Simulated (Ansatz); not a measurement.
# PbS (Cmcm) in Ansatz: further runs

Runs on PbS. Level: PBE. Tasks: single point, equation of state.

All numbers are computed with Ansatz 0.2.0; they aren't measurements. Logs are shortened: lines on timing, memory, paths and dates and some standing lists are left out, and cuts for length are marked.

### Step 1. The crystal as given

Symmetry: Cmcm, No. 63, orthorhombic system. Conventional cell: a = 4.160 Å, b = 11.983 Å, c = 4.279 Å, α = 90.00°, β = 90.00°, γ = 90.00°. Pb (site symmetry m2m) has 5 S at 2.69 to 2.99 Å as nearest neighbours. Around S (site symmetry m2m) lie 5 Pb at 2.69 to 2.99 Å.

Measurements of this composition are mostly on another form, of space group No. 225.

### Step 2. Single point, PBE, 25.06 Å³/atom (volume scaled by 0.94)

Contents of input.yaml:

```yaml
crystal:
  lattice:
    - [2.0374927668, -5.8689911821, 0.0]
    - [2.0374927668, 5.8689911821, 0.0]
    - [0.0, 0.0, 4.1919633476]
  atoms:
    - { symbol: Pb, position: [0.13056335, 0.86943665, 0.25] }
    - { symbol: Pb, position: [0.86943665, 0.13056335, 0.75] }
    - { symbol: S, position: [0.35479709, 0.64520291, 0.25] }
    - { symbol: S, position: [0.64520291, 0.35479709, 0.75] }
hamiltonian:
  xc: pbe
  pseudopotentials: { kind: nc, source: spms }
kpoints:
  mp_grid: { grid: [7, 7, 6] }
scf:
  occupations: { method: fermi_dirac, width: 0.05 }
output:
  forces: true
  stress: true
  eigenvalues: true
```

Potentials or basis: SPMS NC.

Started as:

```bash
ansatz run input.yaml --threads 2 --pin off --max-ram 5120MiB --backend cpu --events-out ev --progress --plain --runs-dir out
```

What it wrote:

```text
Warning: RAYON_NUM_THREADS=2 ignored (pool sized by the plan → 2); use --threads N
Engine: ansatz 0.2.0, aarch64-unknown-linux-gnu
Pseudopotentials: kind: nc
Pseudopotential: Pb, nc, valence charge 14, recommended cutoff 380.959407443832 eV (normal), Pb.nc.azcp
Pseudopotential: S, nc, valence charge 6, recommended cutoff 544.22772491976 eV (normal), S.nc.azcp
Functional definition: PBE
  parameter kappa = 0.804
  parameter beta = 0.06672455060314922
  exchange = pbe_x(kappa = kappa, mu = beta*pi^2/3)
  correlation = pbe_c(beta = beta)
Crystal: 4 atoms, lattice volume = 100.255 Å³
Basis set: ecut = 544.22772491976 eV, 2871 PW (Γ), exchange–correlation on 96×96×64 points (8 copies of the dense FFT grid, shifted against one another)
Bands: 24, of which v1, the nominal top of the filled ones, is band 20 counted from 1 (19 counted from 0)
Symmetry: 8 space group operations
Space group: Cmcm (ITA 63), of the structure as read, at distance tolerance 4.6e-5 Å
k-points: 64 of 294
Non-local potential: Pb, projectors of the file, l = 0: 2, l = 1: 2, l = 2: 2
Non-local potential: S, projectors of the file, l = 0: 2, l = 1: 2, l = 2: 2
Initial density: superposition of atomic densities (chi_scale 0.1, normalization cell, long waves kept (reshape's long-wave potential 0.01 eV rms))
Initial wavefunctions: pseudopotential atomic-orbital guess
Functional: x = pbe(κ = 0.804, μ = 0.2195149727645171), c = pbe(β = 0.06672455060314922)
SCF iter   1: F=—  HF=-4022.902870 eV  |F-HF|=—  |Δ(HF+E_count)|=         —  Δρ=3.18e-2  dr2=2.00e0  ethr=3.10e-3  ⟨swp⟩=6.7  Hψ=7470  notcnv=0
preconditioner: auto → Resta (q_TF=auto, 2.341 Å⁻¹)  ε∞=3.8  [insulator: Δε(μ)=1.664 eV  Ē_g=14.065 eV  σ=0.050 eV  W_gap=1.00  n_scr=26 (ndim 8)  ℏωp=23.5 eV  f_vac=0.000  D(μ)=0.00/eV (n_scr^D=0)  ε∞_Penn≈3.8]
SCF iter   2: F=—  HF=-4022.384457 eV  |F-HF|=—  |Δ(HF+E_count)|=   5.18e-1  Δρ=1.29e-2  dr2=2.21e-1  ethr=3.10e-3  ⟨swp⟩=2.7  Hψ=2712  notcnv=0
SCF iter   3: F=—  HF=-4022.356890 eV  |F-HF|=—  |Δ(HF+E_count)|=   2.76e-2  Δρ=4.66e-3  dr2=1.65e-2  ethr=5.54e-4  ⟨swp⟩=2.1  Hψ=2175  notcnv=0
SCF iter   4: F=—  HF=-4022.363888 eV  |F-HF|=—  |Δ(HF+E_count)|=   7.00e-3  Δρ=5.29e-4  dr2=2.67e-4  ethr=4.11e-5  ⟨swp⟩=2.1  Hψ=2592  notcnv=0
SCF iter   5: F=—  HF=-4022.364318 eV  |F-HF|=—  |Δ(HF+E_count)|=   4.30e-4  Δρ=2.61e-4  dr2=8.56e-5  ethr=6.68e-7  ⟨swp⟩=2.0  Hψ=2816  notcnv=0
SCF iter   6: F=—  HF=-4022.364343 eV  |F-HF|=—  |Δ(HF+E_count)|=   2.49e-5  Δρ=7.24e-5  dr2=8.47e-6  ethr=2.14e-7  ⟨swp⟩=2.0  Hψ=2816  notcnv=0
SCF iter   7: F=—  HF=-4022.364345 eV  |F-HF|=—  |Δ(HF+E_count)|=   1.50e-6  Δρ=2.61e-5  dr2=8.08e-7  ethr=2.12e-8  ⟨swp⟩=3.0  Hψ=2863  notcnv=0
SCF iter   8: F=-4022.364345 eV  HF=-4022.364345 eV  |F-HF|=1.94e-8  |Δ(HF+E_count)|=   1.60e-8  Δρ=4.89e-6  dr2=2.76e-8  ethr=2.50e-10  ⟨swp⟩=8.1  Hψ=9684  notcnv=0
SCF 1 converged in 8 iterations: F = -4022.364345 eV  dr2 = 2.76e-8
SCF converged after 8 iterations
Free energy (F): -4022.364345 eV
Harris-Foulkes:  -4022.364345 eV  (|F-HF|=1.94e-8)
Internal energy: -4022.364344 eV  (E = F + TS)
E sigma→0 (E₀):  -4022.364344 eV
Entropy (-TS):   -0.000001 eV (-0.000 meV/atom)
Fermi energy:    10.057859 eV
--- Per-component energies (eV) ---
  E_band       = -49.428043
  E_kinetic    = 1597.878691
  E_local      = -1875.836238  (includes V_loc(G=0)·N_el)
  E_nonlocal   = -300.445012
  E_hartree    = 622.590792
  E_xc         = -1025.221556
  E_vxc        = -716.206432  (∫ρ·V_xc dr)
  E_ewald      = -3041.331021
  E_smearing   = -0.000001  (= −TS)
  E_closure    = -0.000000  (closes the sum)
  Σ components = -4022.364345   (vs F -4022.364345, Δ=0.00e0)
--- Forces (eV/Å), atoms counted from 1 ---
  atom   1  Pb     0.00000000     0.49672880     0.00000000
  atom   2  Pb     0.00000000    -0.49672880     0.00000000
  atom   3  S      0.00000000    -0.39424035     0.00000000
  atom   4  S      0.00000000     0.39424035     0.00000000
  max |Σ_I F_I| component: 0.00e0 eV/Å
--- Stress (GPa, compression-positive) ---
        4.819956       0.000000       0.000000
        0.000000       5.273522       0.000000
        0.000000       0.000000       4.727620
  P = ⅓ Tr σ = 4.9404 GPa (49.404 kbar)
--- Band table (eV; the first three rows and the last of 64) ---
  k-point 0: bands = ["-7.0206", "-6.8690", "-6.8604", "-6.8430", "-6.8091", "-6.7915", "-6.7847", "-6.7737", "-6.7706", "-6.7198", "-3.9645", "-1.8867", "2.6450", "3.7806", "4.9006", "6.2425", "6.8429", "7.6195", "7.8133", "8.9327", "14.0744", "14.3057", "14.5234", "15.3236"]
  k-point 1: bands = ["-6.9985", "-6.8715", "-6.8603", "-6.8297", "-6.8059", "-6.8024", "-6.8010", "-6.7660", "-6.7607", "-6.7334", "-3.7912", "-1.8982", "2.1539", "3.3229", "5.0660", "6.7359", "7.0614", "7.8034", "8.2445", "8.7625", "13.5850", "13.7448", "13.9644", "14.5322"]
  k-point 2: bands = ["-6.9497", "-6.8823", "-6.8475", "-6.8264", "-6.8252", "-6.8042", "-6.7922", "-6.7636", "-6.7580", "-6.7542", "-3.3012", "-2.0796", "1.5401", "2.3926", "5.6313", "7.1501", "7.6348", "8.1943", "8.7136", "9.0811", "12.0984", "12.2592", "12.5412", "13.2769"]
  k-point 63: bands = ["-6.9208", "-6.9208", "-6.8164", "-6.8164", "-6.8051", "-6.8051", "-6.7724", "-6.7724", "-6.7721", "-6.7721", "-2.5600", "-2.5600", "1.1842", "1.1842", "7.9958", "7.9958", "8.1085", "8.1085", "9.0262", "9.0262", "11.3639", "11.3639", "12.7018", "12.7018"]
```

Wall time 4.4 s (2 threads of Arm Neoverse V2, shared host); peak memory 0.42 GiB.

Results:

```yaml
Free_energy: -4022.3643 eV
Pressure: 4.9 GPa
Largest_force: 0.497 eV/Å
Band_gap_on_the_k_mesh: 1.09 eV, indirect (least direct gap 1.40 eV)
```

Caveat: odd divisions of the mesh miss points on the zone boundary, where band edges often lie, so the gap on the mesh can be too wide; spin-orbit coupling is left out, which as a rule narrows the gap of such compounds by several tenths of an eV.

### Step 3. Single point, PBE, 25.60 Å³/atom (volume scaled by 0.96)

input.yaml, as its differences from that of step 2:

```diff
@@ -2,5 +2,5 @@
   lattice:
-    - [2.0374927668, -5.8689911821, 0.0]
-    - [2.0374927668, 5.8689911821, 0.0]
-    - [0.0, 0.0, 4.1919633476]
+    - [2.0518417802, -5.9103234677, 0.0]
+    - [2.0518417802, 5.9103234677, 0.0]
+    - [0.0, 0.0, 4.2214851889]
   atoms:
@@ -21 +21,5 @@
   eigenvalues: true
+  write_density: true
+  write_potential: true
+  elf: true
+  volumetric_format: npy
```

Potentials or basis: SPMS NC.

Started as:

```bash
ansatz run input.yaml --threads 2 --pin off --max-ram 5120MiB --backend cpu --events-out ev --progress --plain --runs-dir out
```

Run time: 6.6 s. Hardware: 2 threads of Arm Neoverse V2, shared host; peak memory 0.44 GiB.

Results (log left out):

```
Free energy            : -4022.4204 eV
Pressure               : 3.5 GPa
Largest force          : 0.350 eV/Å
Band gap on the k mesh : 1.14 eV, indirect (least direct gap 1.43 eV)
```

Caveat: odd divisions of the mesh miss points on the zone boundary, where band edges often lie, so the gap on the mesh can be too wide; spin-orbit coupling is left out, which as a rule narrows the gap of such compounds by several tenths of an eV.

### Step 4. Single point, PBE, 26.13 Å³/atom (volume scaled by 0.98)

input.yaml, as its differences from that of step 3:

```diff
@@ -2,5 +2,5 @@
   lattice:
-    - [2.0518417802, -5.9103234677, 0.0]
-    - [2.0518417802, 5.9103234677, 0.0]
-    - [0.0, 0.0, 4.2214851889]
+    - [2.0659928603, -5.9510856073, 0.0]
+    - [2.0659928603, 5.9510856073, 0.0]
+    - [0.0, 0.0, 4.2505997999]
   atoms:
@@ -21,5 +21 @@
   eigenvalues: true
-  write_density: true
-  write_potential: true
-  elf: true
-  volumetric_format: npy
```

Started as:

```bash
ansatz run input.yaml --threads 2 --pin off --max-ram 5120MiB --backend cpu --events-out ev --progress --plain --runs-dir out
```

It took 4.8 s on 2 threads of Arm Neoverse V2, shared host; peak memory 0.43 GiB.

The run converged. Its results:

| Property | Result |
| --- | --- |
| Free energy | -4022.4582 eV |
| Pressure | 2.2 GPa |
| Largest force | 0.213 eV/Å |
| Band gap on the k mesh | 1.19 eV, indirect (least direct gap 1.43 eV) |

Caveat: odd divisions of the mesh miss points on the zone boundary, where band edges often lie, so the gap on the mesh can be too wide; spin-orbit coupling is left out, which as a rule narrows the gap of such compounds by several tenths of an eV.

### Step 5. Single point, PBE, 26.66 Å³/atom

input.yaml, as its differences from that of step 4:

```diff
@@ -2,5 +2,5 @@
   lattice:
-    - [2.0659928603, -5.9510856073, 0.0]
-    - [2.0659928603, 5.9510856073, 0.0]
-    - [0.0, 0.0, 4.2505997999]
+    - [2.079952695, -5.991296865, 0.0]
+    - [2.079952695, 5.991296865, 0.0]
+    - [0.0, 0.0, 4.27932094]
   atoms:
```

Started as:

```bash
ansatz run input.yaml --threads 2 --pin off --max-ram 5120MiB --backend cpu --events-out ev --progress --plain --runs-dir out
```

Wall time 5.1 s (2 threads of Arm Neoverse V2, shared host); peak memory 0.44 GiB.

Results (log left out):

```yaml
Free_energy: -4022.4797 eV
Pressure: 1.0 GPa
Largest_force: 0.133 eV/Å
Band_gap_on_the_k_mesh: 1.23 eV, indirect (least direct gap 1.43 eV)
```

Caveat: odd divisions of the mesh miss points on the zone boundary, where band edges often lie, so the gap on the mesh can be too wide; spin-orbit coupling is left out, which as a rule narrows the gap of such compounds by several tenths of an eV.

### Step 6. Single point, PBE, 27.20 Å³/atom (volume scaled by 1.02)

input.yaml, as its differences from that of step 5:

```diff
@@ -2,5 +2,5 @@
   lattice:
-    - [2.079952695, -5.991296865, 0.0]
-    - [2.079952695, 5.991296865, 0.0]
-    - [0.0, 0.0, 4.27932094]
+    - [2.0937276176, -6.030975484, 0.0]
+    - [2.0937276176, 6.030975484, 0.0]
+    - [0.0, 0.0, 4.3076616397]
   atoms:
@@ -21 +21,5 @@
   eigenvalues: true
+  write_density: true
+  write_potential: true
+  elf: true
+  volumetric_format: npy
```

Potentials or basis: SPMS NC.

Started as:

```bash
ansatz run input.yaml --threads 2 --pin off --max-ram 5120MiB --backend cpu --events-out ev --progress --plain --runs-dir out
```

It took 7 s on 2 threads of Arm Neoverse V2, shared host; peak memory 0.45 GiB.

Results (log left out):

| Quantity | Value |
| --- | --- |
| Free energy | -4022.4865 eV |
| Pressure | 0.0 GPa |
| Largest force | 0.058 eV/Å |
| Band gap on the k mesh | 1.27 eV, indirect (least direct gap 1.42 eV) |

Caveat: odd divisions of the mesh miss points on the zone boundary, where band edges often lie, so the gap on the mesh can be too wide; spin-orbit coupling is left out, which as a rule narrows the gap of such compounds by several tenths of an eV.

### Step 7. Single point, PBE, 27.73 Å³/atom (volume scaled by 1.04)

input.yaml, as its differences from that of step 6:

```diff
@@ -2,5 +2,5 @@
   lattice:
-    - [2.0937276176, -6.030975484, 0.0]
-    - [2.0937276176, 6.030975484, 0.0]
-    - [0.0, 0.0, 4.3076616397]
+    - [2.1073236324, -6.0701387599, 0.0]
+    - [2.1073236324, 6.0701387599, 0.0]
+    - [0.0, 0.0, 4.3356342523]
   atoms:
```

Started as:

```bash
ansatz run input.yaml --threads 2 --pin off --max-ram 5120MiB --backend cpu --events-out ev --progress --plain --runs-dir out
```

Wall time 7.1 s (2 threads of Arm Neoverse V2, shared host); peak memory 0.45 GiB.

The run converged. Its results:

* Free energy: -4022.4801 eV
* Pressure: -0.9 GPa
* Largest force: 0.146 eV/Å
* Band gap on the k mesh: 1.30 eV, indirect (least direct gap 1.41 eV)

Caveat: odd divisions of the mesh miss points on the zone boundary, where band edges often lie, so the gap on the mesh can be too wide; spin-orbit coupling is left out, which as a rule narrows the gap of such compounds by several tenths of an eV.

### Step 8. Single point, PBE, 28.26 Å³/atom (volume scaled by 1.06)

input.yaml, as its differences from that of step 7:

```diff
@@ -2,5 +2,5 @@
   lattice:
-    - [2.1073236324, -6.0701387599, 0.0]
-    - [2.1073236324, 6.0701387599, 0.0]
-    - [0.0, 0.0, 4.3356342523]
+    - [2.1207464379, -6.1088031065, 0.0]
+    - [2.1207464379, 6.1088031065, 0.0]
+    - [0.0, 0.0, 4.3632505017]
   atoms:
@@ -21,5 +21 @@
   eigenvalues: true
-  write_density: true
-  write_potential: true
-  elf: true
-  volumetric_format: npy
```

Started as:

```bash
ansatz run input.yaml --threads 2 --pin off --max-ram 5120MiB --backend cpu --events-out ev --progress --plain --runs-dir out
```

Run time: 5.1 s. Hardware: 2 threads of Arm Neoverse V2, shared host; peak memory 0.45 GiB.

Results (log left out):

```
Free energy            : -4022.4617 eV
Pressure               : -1.8 GPa
Largest force          : 0.250 eV/Å
Band gap on the k mesh : 1.31 eV, indirect (least direct gap 1.41 eV)
```

Caveat: odd divisions of the mesh miss points on the zone boundary, where band edges often lie, so the gap on the mesh can be too wide; spin-orbit coupling is left out, which as a rule narrows the gap of such compounds by several tenths of an eV.

### Step 9. Equation of state, PBE

Potentials or basis: SPMS NC.

No new run: the results of the series are fitted here.

Results:

| Quantity | Value |
| --- | --- |
| Equilibrium volume | 27.19 Å³/atom |
| Bulk modulus at fixed shape and positions | 51 GPa |
| Pressure derivative of the bulk modulus | 4.4 |

Energy against volume, from the lowest point:
```
volume (Å³/atom)  energy (meV/atom)
          25.064              30.54
          25.597              16.53
          26.130               7.07
          26.664               1.70
          27.197               0.00
          27.730               1.61
          28.263               6.20
```

Caveat: the cell was scaled at fixed shape and fractional positions, which overstates the stiffness of a crystal with free parameters, most of all of layers and chains. The run has no spin-orbit coupling, so splittings on Pb are missing.
